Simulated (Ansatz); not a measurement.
The cell is AgCl built on the wurtzite prototype (no longer in that coordination); cell and atoms were relaxed with r2SCAN. It is hexagonal, P6_3/mmc (No. 194); conventional cell a = 4.520 Å, c = 5.722 Å, 25.31 Å³ an atom. Ag has 5 Cl at 2.61–2.86 Å; Cl has 5 Ag at 2.61–2.86 Å. The cell started from the wurtzite prototype, but the relaxation took it to the higher symmetry P6_3/mmc (No. 194), so the name no longer describes it.

```cif
data_structure
_symmetry_space_group_name_H-M 'P 1'
_symmetry_Int_Tables_number 1
_cell_length_a 4.5197
_cell_length_b 4.5197
_cell_length_c 5.7225
_cell_angle_alpha 90.000
_cell_angle_beta 90.000
_cell_angle_gamma 120.000
_cell_volume 101.24
loop_
_atom_site_label
_atom_site_type_symbol
_atom_site_fract_x
_atom_site_fract_y
_atom_site_fract_z
_atom_site_occupancy
Ag1 Ag 0.33333 0.66667 0.93778 1
Ag2 Ag 0.66667 0.33333 0.43778 1
Cl1 Cl 0.33333 0.66667 0.43722 1
Cl2 Cl 0.66667 0.33333 0.93722 1
```

5 runs of Ansatz 0.2.0 on this cell differ in the functional (and in the settings that go with it). Levels are in eV from each run's valence top; v1 is the last filled band, c1 the first empty one.

Run A, mean stress +1.1 GPa (compression positive):
```tsv
point	v5	v3	v1	c1	c2	c3
Γ	-1.86	-0.38	-0.02	2.85	4.70	8.98
M	-1.71	-1.63	-1.11	5.66	6.01	7.63
K	-1.82	-1.72	-1.53	6.49	6.49	8.28
A	-1.11	-0.15	-0.15	4.97	4.97	8.86
L	-1.92	-1.26	-0.14	6.33	6.33	7.98
H	-1.88	-1.88	0.00	7.50	7.50	7.79
```

Run B, mean stress +1.2 GPa (compression positive):
```tsv
point	v5	v3	v1	c1	c2	c3
Γ	-1.59	-0.32	-0.03	1.36	3.03	7.40
M	-1.43	-1.39	-1.02	4.02	4.37	6.15
K	-1.66	-1.48	-1.34	4.77	4.77	6.91
A	-1.01	-0.13	-0.13	3.46	3.46	7.29
L	-1.61	-1.12	-0.13	4.81	4.81	6.26
H	-1.64	-1.57	0.00	5.92	5.92	5.97
```

Run C, mean stress -4.4 GPa (compression positive):
```tsv
point	v5	v3	v1	c1	c2	c3
Γ	-1.65	-0.34	-0.04	1.06	2.75	7.17
M	-1.49	-1.43	-1.04	3.79	4.12	5.85
K	-1.71	-1.55	-1.37	4.56	4.56	6.59
A	-1.08	-0.14	-0.14	3.22	3.22	7.07
L	-1.66	-1.16	-0.14	4.54	4.54	6.01
H	-1.69	-1.62	0.00	5.70	5.70	5.72
```

Run D, mean stress +1.0 GPa (compression positive):
```tsv
point	v5	v3	v1	c1	c2	c3
Γ	-1.87	-0.38	-0.02	3.49	5.37	9.65
M	-1.72	-1.64	-1.12	6.32	6.68	8.32
K	-1.84	-1.74	-1.54	7.17	7.17	8.96
A	-1.12	-0.15	-0.15	5.65	5.65	9.53
L	-1.94	-1.27	-0.14	6.99	6.99	8.66
H	-1.89	-1.89	0.00	8.16	8.16	8.47
```

Run E, mean stress +7.7 GPa (compression positive):
```tsv
point	v5	v3	v1	c1	c2	c3
Γ	-1.66	-0.55	-0.01	10.37	12.88	16.78
M	-2.28	-2.09	-1.24	13.73	13.80	15.41
K	-2.23	-2.02	-1.93	14.92	14.92	15.16
A	-1.38	-0.21	-0.21	12.56	12.56	16.68
L	-2.78	-1.54	-0.18	13.75	13.75	16.46
H	-2.71	-2.36	0.00	15.32	15.32	15.48
```

Problem. Match the runs to LDA, PBE, HSE06, DDH-PBE0, Hartree-Fock.

Solution. A is HSE06, B is PBE, C is LDA, D is DDH-PBE0, E is Hartree-Fock. In order of the gap: LDA 1.06, PBE 1.36, HSE06 2.85, DDH-PBE0 3.49, Hartree-Fock 10.37 eV.

These are computed values for a spin-unpolarised cell that may be hypothetical; none is a measurement.

The runs are scalar-relativistic, without spin-orbit coupling.

The stress of a hybrid is loosely converged in these runs.

The meshes of the hybrids are coarse, so their gaps aren't converged to the digits shown.
